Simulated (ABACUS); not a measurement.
## TaN under changes of volume

One of the cells (10.813 Å³/atom); the others are scaled copies at fixed shape and fractional positions:

```
CELL_PARAMETERS angstrom
0.00000 2.21132 2.21132
2.21132 0.00000 2.21132
2.21132 2.21132 0.00000
ATOMIC_POSITIONS crystal
Ta 0.50000 0.50000 0.50000
N 0.00000 0.00000 0.00000
```

The cell comes from a database or a generator and needn't be the stable form of this composition.

- Program: ABACUS 3.10.1
- Functional: PBEsol
- Potentials or basis: PseudoDojo NC SR 0.4.1 PBEsol standard
- Cutoff: 1143 eV
- Density cutoff: 4572 eV
- Basis: plane waves
- k mesh: 10 × 10 × 10
- Occupations: fermi-dirac, width 0.05 eV
- Spin: no spin polarisation

```tsv
volume (Å³/atom)	energy over the lowest point (meV/atom)	pressure (GPa)
10.164	8.84	10.7
10.381	0.00	2.6
10.597	1.48	-4.6
10.813	12.20	-11.1
11.030	31.17	-16.9
11.246	57.52	-22.0
11.462	?	?
```

Task: What does the run at 11.462 Å³/atom give?

Result: Energy over the lowest point 90.46 meV/atom; pressure -26.7 GPa.

Worked out: A Birch-Murnaghan fit of order 3 (a polynomial in V^(-2/3)) to the other rows has its minimum at 10.46 Å³/atom with B0 = V·E''(V) = 354 GPa and B' = 4.3. It gives 90.44 meV/atom at 11.462 Å³/atom, against the run's 90.46, and -dE/dV = -26.7 GPa, against -26.7.

Energies are extrapolated to zero smearing.
